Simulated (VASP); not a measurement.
# A VASP 6.6.1 relaxation on BP

INCAR

```
NSW = 40
LREAL = .FALSE.
LASPH = .TRUE.
METAGGA = R2SCAN
PREC = Accurate
IBRION = 2
EDIFFG = -5E-3
NELM = 81
ENCUT = 600
NELMDL = -8
NBANDS = 11
MAGMOM = -3 3
EDIFF = 1E-7
ISIF = 3
ALGO = Normal
SIGMA = 0.02
ISPIN = 2
LCHARG = .FALSE.
LWAVE = .FALSE.
ISMEAR = -1
```

KPOINTS

```
KPOINTS created by Atomic Simulation Environment
0
Gamma
10 10 10
0 0 0
```

POSCAR

```
B  P
 1.0000000000000000
     0.0000000000000000    2.1562587605723387    2.1562587605723387
     2.1562587605723387    0.0000000000000000    2.1562587605723387
     2.1562587605723387    2.1562587605723387    0.0000000000000000
 B   P
   1   1
Cartesian
  0.0000000000000000 -0.0000000000000000 -0.0000000000000000
  2.1562587605723387  2.1562587605723387  2.1562587605723387
```

The recommended PBE PAW datasets give the neutral cell 8 valence electrons.

Command

```
mpirun -np 1 vasp_std
```

Task: Predict the outcome of this run.

Result: It converged. Results: relaxed cell vector lengths 3.048, 3.048, 3.048 Å; relaxed cell volume 20.02 Å³; magnetic moment of the cell -0.11 μB.

OSZICAR

```
N       E                     dE             d eps       ncg     rms          rms(c)
DAV:   1     0.888386858614E+01    0.88839E+01   -0.45785E+03  2068   0.770E+02
DAV:   2    -0.138970780764E+02   -0.22781E+02   -0.21963E+02  2642   0.120E+02
DAV:   3    -0.145683872854E+02   -0.67131E+00   -0.66129E+00  2550   0.169E+01
DAV:   4    -0.145704962287E+02   -0.21089E-02   -0.21084E-02  2435   0.104E+00
DAV:   5    -0.145705016332E+02   -0.54044E-05   -0.54048E-05  2484   0.520E-02
DAV:   6    -0.145705016585E+02   -0.25343E-07   -0.25029E-07  2549   0.315E-03
DAV:   7    -0.145705016589E+02   -0.40188E-09   -0.65399E-10  2503   0.160E-04
DAV:   8    -0.145705016588E+02    0.14779E-09   -0.56135E-12  1822   0.114E-05    0.839E+00
DAV:   9    -0.145227806737E+02    0.47721E-01   -0.64450E+00  2244   0.115E+01    0.457E+00
DAV:  10    -0.148327686200E+02   -0.30999E+00   -0.24145E+00  2426   0.730E+00    0.249E+00
...
   1 F= -.14856709E+02 E0= -.14855798E+02  d E =-.148567E+02  mag=    -0.1115
       N       E                     dE             d eps       ncg     rms          rms(c)
DAV:   1    -0.148567238891E+02   -0.14651E-04   -0.54611E-04  2128   0.140E-01    0.323E-02
DAV:   2    -0.148567200195E+02    0.38696E-05   -0.27892E-05  2290   0.320E-02    0.182E-02
DAV:   3    -0.148567189185E+02    0.11010E-05   -0.53843E-06  2333   0.136E-02    0.439E-03
DAV:   4    -0.148567192355E+02   -0.31705E-06   -0.23997E-07  2119   0.383E-03    0.364E-03
DAV:   5    -0.148567194171E+02   -0.18158E-06   -0.52941E-08  1073   0.230E-03    0.299E-03
DAV:   6    -0.148567195215E+02   -0.10436E-06   -0.10194E-08  1043   0.107E-03    0.129E-03
DAV:   7    -0.148567195499E+02   -0.28392E-07   -0.13785E-09  1034   0.337E-04
   2 F= -.14856720E+02 E0= -.14855792E+02  d E =-.102468E-04  mag=    -0.1100
```

```tsv
ionic step	ΔE (meV/atom)	volume (Å³)	largest force (eV/Å)	pressure (GPa)	electronic steps
1	0.0	20.05	0.000	-0.17	22
2	0.0	20.02	0.000	0.06	7
```

For comparison, a separate r²SCAN relaxation on usual settings, not on those above, ends at 19.98 Å³.
